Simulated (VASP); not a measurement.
# CaF2 (Fluorite) (Fm-3m) in VASP: a series of runs

One crystal, CaF2 (Fluorite), is run at these levels: PBEsol; tasks: relaxation of the atoms.

Program: VASP 6.6.1. These are calculated values, not measurements. Logs are shortened: lines on timing, memory, paths and dates and some standing lists are left out, and cuts for length are marked.

## Step 1: The undisturbed crystal

Symmetry: Fm-3m, No. 225, cubic system. Conventional cell: a = 5.462 Å, b = 5.462 Å, c = 5.462 Å, α = 90.00°, β = 90.00°, γ = 90.00°. Ca (site symmetry m-3m) has 8 F at 2.37 Å as nearest neighbours. F (site symmetry -43m) is surrounded by 4 Ca at 2.37 Å.

## Step 2: Relaxation of the atoms, PBEsol (a relaxed cell with its volume scaled by 0.96)

INCAR

```
  PREC = Accurate
  ENCUT = 600
  EDIFF = 1E-7
  ISMEAR = 0
  SIGMA = 0.03
  LREAL = False
  LASPH = True
  NELM = 80
  ALGO = Fast
  ISIF = 2
  LWAVE = False
  LCHARG = False
  GGA = PS
  IBRION = 2
  NSW = 40
  EDIFFG = -0.01
```

KPOINTS

```
regular mesh
0
Gamma
  8 8 8
```

POSCAR

```
CaF2                                    
1.0
    0.0000000000      2.6756582329      2.6756582329
    2.6756582329      0.0000000000      2.6756582329
    2.6756582329      2.6756582329      0.0000000000
  Ca              F             
     1     2
Direct
     0.0000000000000000    0.0000000000000000    0.0000000000000000
     0.2500000000000000    0.2500000000000000    0.2500000000000000
     0.7500000000000000    0.7500000000000000    0.7500000000000000
```

Potentials or basis: VASP PAW PBE potentials, release 64 (Ca_sv, F).

Run with:

```
cat potpaw_PBE.64/Ca_sv/POTCAR potpaw_PBE.64/F/POTCAR > POTCAR
mpirun -np 1 vasp_std > vasp.out
```

OUTCAR:

```text
PREC = Accurate
   ENCUT = 600
   EDIFF = 1E-7
   ISMEAR = 0
   LREAL = False
   LASPH = True
   NELM = 80
   ISIF = 2
   GGA = PS
   IBRION = 2
   NSW = 40
   EDIFFG = -0.01

 ion  position               nearest neighbor table
   1  0.000  0.000  0.000-   3 2.32   3 2.32   3 2.32   2 2.32   3 2.32   2 2.32   2 2.32   2 2.32

   2  0.250  0.250  0.250-   1 2.32   1 2.32   1 2.32   1 2.32
   3  0.750  0.750  0.750-   1 2.32   1 2.32   1 2.32   1 2.32

  LATTYP: Found a face centered cubic cell.
 ALAT       =     5.3513164658

  Lattice vectors:

 A1 = (   0.0000000000,   2.6756582329,   2.6756582329)
 A2 = (   2.6756582329,   0.0000000000,   2.6756582329)
 A3 = (   2.6756582329,   2.6756582329,   0.0000000000)

Analysis of symmetry for initial positions (statically):
=====================================================================
 Subroutine PRICEL returns:
 Original cell was already a primitive cell.

 Routine SETGRP: Setting up the symmetry group for a
 face centered cubic supercell.

 Subroutine GETGRP returns: Found 48 space group operations
 (whereof 48 operations were pure point group operations)
 out of a pool of 48 trial point group operations.

The static configuration has the point symmetry O_h .

Analysis of symmetry for dynamics (positions and initial velocities):
=====================================================================
 Subroutine PRICEL returns:
 Original cell was already a primitive cell.

 Routine SETGRP: Setting up the symmetry group for a
 face centered cubic supercell.

 Subroutine GETGRP returns: Found 48 space group operations
 (whereof 48 operations were pure point group operations)
 out of a pool of 48 trial point group operations.

The dynamic configuration has the point symmetry O_h .

 Subroutine INISYM returns: Found 48 space group operations
 (whereof 48 operations are pure point group operations),
 and found     1 'primitive' translations

----------------------------------------------------------------------------------------

                                     Primitive cell

  volume of cell :      38.3109

  direct lattice vectors                    reciprocal lattice vectors
     0.000000000  2.675658233  2.675658233    -0.186869905  0.186869905  0.186869905
     2.675658233  0.000000000  2.675658233     0.186869905 -0.186869905  0.186869905
     2.675658233  2.675658233  0.000000000     0.186869905  0.186869905 -0.186869905

  length of vectors
[... 89 lines left out ...]
   NFREE  =      1    steps in history (QN), initial steepest desc. (CG)
   ISIF   =      2    stress and relaxation
   ISYM   =      2    0-nonsym 1-usesym 2-fastsym
   POTIM  = 0.5000    time-step for ionic-motion
   TEBEG  =    0.0;   TEEND  =   0.0 temperature during run
   PSTRESS=    0.0 pullay stress
   NELECT =      24.0000    total number of electrons
   NUPDOWN=      -1.0000    fix difference up-down
   EMIN   =  10.00;   EMAX   =-10.00  energy-range for DOS
   EFERMI =   0.00;   METHOD = LEGACY
   ISMEAR =     0;   SIGMA  =   0.03  broadening in eV -4-tet -1-fermi 0-gaus
   EFERMI_NEDOS =   21; number of points for ismear=-14 and -15
   IALGO  =     68    algorithm
   IMIX   =      4    mixing-type and parameters
     AMIX     =   0.40;   BMIX     =  1.00
     AMIX_MAG =   1.60;   BMIX_MAG =  1.00
  volume/ion in A,a.u.               =      12.77        86.18
  Fermi-wavevector in a.u.,A,eV,Ry     =   1.400784  2.647099 26.697307  1.962197
  Thomas-Fermi vector in A             =   2.523710
   LORBIT       =      0    0 simple, 1 ext, 2 COOP (PROOUT), +10 PAW based schemes
   GGA     = PS    functional components
   LHFCALC =     F    Hartree Fock is set to
   AEXX    =    0.0000 exact exchange contribution
   IVDW    =     0    specifies the selected vdW correction
   LEPSILON=     F    determine dielectric tensor
   LRPA    =     F    only Hartree local field effects (RPA)
 conjugate gradient relaxation of ions
 non-spin polarized calculation
 RMM-DIIS sequential band-by-band and
 Gauss-broadening in eV      SIGMA  =   0.03
  energy-cutoff  :      600.00
  volume of cell :       38.31
 maximum number of plane-waves:      1303
   NGX = 15   NGY = 15   NGZ = 15

 number of electron      23.9999990 magnetization

 Free energy of the ion-electron system (eV)
  ---------------------------------------------------
  ext. energy  EPLUGINS =         0.00000000
  ---------------------------------------------------
  free energy    TOTEN  =       -17.88120583 eV

  energy without entropy =      -17.88120583  energy(sigma->0) =      -17.88120583

 E-fermi :  -0.5045     XC(G=0): -10.2187

 val. band max:       -0.7469198230   @ k =   0.5000   0.5000   0.0000
 cond. band min:       6.7075586891   @ k =   0.0000   0.0000   0.0000
 fundamental gap:      7.4544785122
 Fermi energy:        -0.5044688156

 k-point     1 :       0.0000    0.0000    0.0000
  band No.  band energies     occupation
      1     -36.2708      2.00000
      2     -20.7251      2.00000
      3     -19.8370      2.00000
      4     -17.2940      2.00000
      5     -17.2940      2.00000
      6     -17.2940      2.00000
[... 433 lines left out ...]
      3     -20.5403      2.00000
      4     -17.3853      2.00000
      5     -17.1183      2.00000
      6     -16.8238      2.00000
[... 8 lines left out ...]
     15       9.4578      0.00000
     16       9.9229      0.00000

 [... further k-points ...]

------------------------ aborting loop because EDIFF is reached ----------------------------------------

  FORCE on cell =-STRESS in cart. coord.  units (eV):
  Direction    XX          YY          ZZ          XY          YZ          ZX
  --------------------------------------------------------------------------------------
  -------------------------------------------------------------------------------------
  Total        0.9492558      0.9492558      0.9492558      0.0000000     -0.0000000      0.0000000
  in kB       39.6983011     39.6983011     39.6983011      0.0000000     -0.0000000      0.0000000
  external PRESSURE =      39.6983011 kB  Pullay stress =       0.0000000 kB

 VOLUME and BASIS-vectors are now :
 -----------------------------------------------------------------------------
  energy-cutoff  :      600.00
  volume of cell :       38.31
      direct lattice vectors                 reciprocal lattice vectors
     0.000000000  2.675658233  2.675658233    -0.186869905  0.186869905  0.186869905
     2.675658233  0.000000000  2.675658233     0.186869905 -0.186869905  0.186869905
     2.675658233  2.675658233  0.000000000     0.186869905  0.186869905 -0.186869905

 POSITION                                       TOTAL-FORCE (eV/Angst)
 -----------------------------------------------------------------------------------
      0.00000      0.00000      0.00000         0.000000      0.000000      0.000000
      1.33783      1.33783      1.33783         0.000000      0.000000     -0.000000
      4.01349      4.01349      4.01349        -0.000000     -0.000000      0.000000
 -----------------------------------------------------------------------------------
    total drift:                                0.000000     -0.000000      0.000000

  FREE ENERGIE OF THE ION-ELECTRON SYSTEM (eV)
  ---------------------------------------------------
  free  energy   TOTEN  =       -17.8812058344 eV

  energy  without entropy=      -17.8812058344  energy(sigma->0) =      -17.88120583

 reached required accuracy - stopping structural energy minimisation
```

OSZICAR:

```text
N       E                     dE             d eps       ncg     rms          rms(c)
DAV:   1     0.241963077942E+03    0.24196E+03   -0.15365E+04   928   0.173E+03
[... 16 lines left out ...]
RMM:  18    -0.178812340720E+02    0.84236E-04   -0.10005E-04  1427   0.886E-02    0.732E-02
RMM:  19    -0.178812110220E+02    0.23050E-04   -0.36372E-05  1201   0.509E-02    0.314E-02
RMM:  20    -0.178812071305E+02    0.38915E-05   -0.10078E-05  1111   0.248E-02    0.202E-02
RMM:  21    -0.178812062469E+02    0.88356E-06   -0.15703E-05  1160   0.329E-02    0.445E-03
RMM:  22    -0.178812063228E+02   -0.75850E-07   -0.36703E-06  1113   0.134E-02    0.367E-03
RMM:  23    -0.178812059275E+02    0.39529E-06   -0.80621E-07   844   0.585E-03    0.130E-03
RMM:  24    -0.178812058344E+02    0.93019E-07   -0.39585E-07   758   0.423E-03
   1 F= -.17881206E+02 E0= -.17881206E+02  d E =-.178812E+02
```

It took 21 s on 1 thread of Intel Xeon 6975P-C (Granite Rapids), shared host; peak memory 0.17 GiB.

What came out:

- Free energy: -17.8812 eV
- Pressure after relaxing: 4.0 GPa
- Band gap on the k mesh: 7.45 eV, indirect (least direct gap 7.72 eV)

Final structure:
```xyz
3
Lattice="0.0000 2.6757 2.6757 2.6757 0.0000 2.6757 2.6757 2.6757 0.0000" Properties=species:S:1:pos:R:3 pbc="T T T"
Ca    0.0000    0.0000    0.0000
F     1.3378    1.3378    1.3378
F     4.0135    4.0135    4.0135
```

Levels at points of the mesh, in eV from the valence-band top:
```
           k point  band 8  band 9  band 10  band 11  band 12  band 13  band 14  band 15  band 16
(0.00, 0.00, 0.00)   -2.35   -2.35    -0.27    -0.27    -0.27     7.45     9.35     9.35    11.72
(0.50, 0.00, 0.00)   -1.70   -1.39    -1.33    -0.89    -0.89     9.61     9.61    10.11    10.84
(0.50, 0.50, 0.00)   -1.75   -1.75    -0.41    -0.41     0.00     8.19     9.83    10.40    11.27
```

Caveat: the relaxation stopped at its first step, so nothing moved; the PAW data sets were made with another functional, which shifts forces and pressure a little. A k mesh can miss the band edges.

## Step 3: Relaxation of the atoms, PBEsol (a relaxed cell with its volume scaled by 0.98)

INCAR is that of step 2.

KPOINTS is that of step 2.

POSCAR

```
CaF2                                    
1.0
    0.0000000000      2.6941116314      2.6941116314
    2.6941116314      0.0000000000      2.6941116314
    2.6941116314      2.6941116314      0.0000000000
  Ca              F             
     1     2
Direct
     0.0000000000000000    0.0000000000000000    0.0000000000000000
     0.2500000000000000    0.2500000000000000    0.2500000000000000
     0.7500000000000000    0.7500000000000000    0.7500000000000000
```

Potentials or basis: VASP PAW PBE potentials, release 64 (Ca_sv, F).

Run with:

```
cat potpaw_PBE.64/Ca_sv/POTCAR potpaw_PBE.64/F/POTCAR > POTCAR
mpirun -np 1 vasp_std > vasp.out
```

OUTCAR:

```text
PREC = Accurate
   ENCUT = 600
   EDIFF = 1E-7
   ISMEAR = 0
   LREAL = False
   LASPH = True
   NELM = 80
   ISIF = 2
   GGA = PS
   IBRION = 2
   NSW = 40
   EDIFFG = -0.01

 ion  position               nearest neighbor table
   1  0.000  0.000  0.000-   3 2.33   3 2.33   3 2.33   2 2.33   3 2.33   2 2.33   2 2.33   2 2.33

   2  0.250  0.250  0.250-   1 2.33   1 2.33   1 2.33   1 2.33
   3  0.750  0.750  0.750-   1 2.33   1 2.33   1 2.33   1 2.33

  LATTYP: Found a face centered cubic cell.
 ALAT       =     5.3882232628

  Lattice vectors:

 A1 = (   0.0000000000,   2.6941116314,   2.6941116314)
 A2 = (   2.6941116314,   0.0000000000,   2.6941116314)
 A3 = (   2.6941116314,   2.6941116314,   0.0000000000)

Analysis of symmetry for initial positions (statically):
=====================================================================
 Subroutine PRICEL returns:
 Original cell was already a primitive cell.

 Routine SETGRP: Setting up the symmetry group for a
 face centered cubic supercell.

 Subroutine GETGRP returns: Found 48 space group operations
 (whereof 48 operations were pure point group operations)
 out of a pool of 48 trial point group operations.

The static configuration has the point symmetry O_h .

Analysis of symmetry for dynamics (positions and initial velocities):
=====================================================================
 Subroutine PRICEL returns:
 Original cell was already a primitive cell.

 Routine SETGRP: Setting up the symmetry group for a
 face centered cubic supercell.

 Subroutine GETGRP returns: Found 48 space group operations
 (whereof 48 operations were pure point group operations)
 out of a pool of 48 trial point group operations.

The dynamic configuration has the point symmetry O_h .

 Subroutine INISYM returns: Found 48 space group operations
 (whereof 48 operations are pure point group operations),
 and found     1 'primitive' translations
[... 119 lines left out ...]
  Fermi-wavevector in a.u.,A,eV,Ry     =   1.391190  2.628967 26.332832  1.935409
  Thomas-Fermi vector in A             =   2.515053
   LORBIT       =      0    0 simple, 1 ext, 2 COOP (PROOUT), +10 PAW based schemes
   GGA     = PS    functional components
   LHFCALC =     F    Hartree Fock is set to
   AEXX    =    0.0000 exact exchange contribution
   IVDW    =     0    specifies the selected vdW correction
   LEPSILON=     F    determine dielectric tensor
   LRPA    =     F    only Hartree local field effects (RPA)
 conjugate gradient relaxation of ions
 non-spin polarized calculation
 RMM-DIIS sequential band-by-band and
 Gauss-broadening in eV      SIGMA  =   0.03
  energy-cutoff  :      600.00
  volume of cell :       39.11
 maximum number of plane-waves:      1323
   NGX = 15   NGY = 15   NGZ = 15

 number of electron      23.9999983 magnetization

 Free energy of the ion-electron system (eV)
  ---------------------------------------------------
  ext. energy  EPLUGINS =         0.00000000
  ---------------------------------------------------
  free energy    TOTEN  =       -17.89792789 eV

  energy without entropy =      -17.89792789  energy(sigma->0) =      -17.89792789

 E-fermi :  -0.5971     XC(G=0): -10.1099

 val. band max:       -0.8634303112   @ k =   0.5000   0.5000   0.0000
 cond. band min:       6.4688520203   @ k =   0.0000   0.0000   0.0000
 fundamental gap:      7.3322823315
 Fermi energy:        -0.5970998681

 k-point     1 :       0.0000    0.0000    0.0000
  band No.  band energies     occupation
      1     -36.4817      2.00000
      2     -20.7885      2.00000
      3     -19.9343      2.00000
      4     -17.5060      2.00000
      5     -17.5060      2.00000
      6     -17.5060      2.00000
[... 433 lines left out ...]
      3     -20.6064      2.00000
      4     -17.5893      2.00000
      5     -17.3357      2.00000
      6     -17.0539      2.00000
[... 8 lines left out ...]
     15       9.2102      0.00000
     16       9.6711      0.00000

 [... further k-points ...]

------------------------ aborting loop because EDIFF is reached ----------------------------------------

  FORCE on cell =-STRESS in cart. coord.  units (eV):
  Direction    XX          YY          ZZ          XY          YZ          ZX
  --------------------------------------------------------------------------------------
  -------------------------------------------------------------------------------------
  Total        0.4597228      0.4597228      0.4597228      0.0000000      0.0000000     -0.0000000
  in kB       18.8334485     18.8334485     18.8334485      0.0000000      0.0000000     -0.0000000
  external PRESSURE =      18.8334485 kB  Pullay stress =       0.0000000 kB

 VOLUME and BASIS-vectors are now :
 -----------------------------------------------------------------------------
  energy-cutoff  :      600.00
  volume of cell :       39.11
      direct lattice vectors                 reciprocal lattice vectors
     0.000000000  2.694111631  2.694111631    -0.185589934  0.185589934  0.185589934
     2.694111631  0.000000000  2.694111631     0.185589934 -0.185589934  0.185589934
     2.694111631  2.694111631  0.000000000     0.185589934  0.185589934 -0.185589934

 POSITION                                       TOTAL-FORCE (eV/Angst)
 -----------------------------------------------------------------------------------
      0.00000      0.00000      0.00000         0.000000     -0.000000      0.000000
      1.34706      1.34706      1.34706        -0.000000      0.000000     -0.000000
      4.04117      4.04117      4.04117        -0.000000     -0.000000      0.000000
 -----------------------------------------------------------------------------------
    total drift:                                0.000000     -0.000000      0.000000

  FREE ENERGIE OF THE ION-ELECTRON SYSTEM (eV)
  ---------------------------------------------------
  free  energy   TOTEN  =       -17.8979278857 eV

  energy  without entropy=      -17.8979278857  energy(sigma->0) =      -17.89792789

 reached required accuracy - stopping structural energy minimisation
```

It took 22 s on 1 thread of Intel Xeon 6975P-C (Granite Rapids), shared host; peak memory 0.17 GiB.

Results:

```
Free energy             : -17.8979 eV
Pressure after relaxing : 1.9 GPa
Band gap on the k mesh  : 7.33 eV, indirect (least direct gap 7.60 eV)
```

Final structure:
```xyz
3
Lattice="0.0000 2.6941 2.6941 2.6941 0.0000 2.6941 2.6941 2.6941 0.0000" Properties=species:S:1:pos:R:3 pbc="T T T"
Ca    0.0000    0.0000    0.0000
F     1.3471    1.3471    1.3471
F     4.0412    4.0412    4.0412
```

Levels at points of the mesh, in eV from the valence-band top:
```csv
k point,band 9,band 10,band 11,band 12,band 13,band 14,band 15,band 16
"(0.00, 0.00, 0.00)",-2.28,-0.26,-0.26,-0.26,7.33,9.27,9.27,11.55
"(0.50, 0.00, 0.00)",-1.36,-1.31,-0.87,-0.87,9.52,9.52,9.97,10.74
"(0.50, 0.50, 0.00)",-1.72,-0.40,-0.40,0.00,8.13,9.71,10.29,11.13
```

Caveat: the relaxation stopped at its first step, so nothing moved; the PAW data sets were made with another functional, which shifts forces and pressure a little.
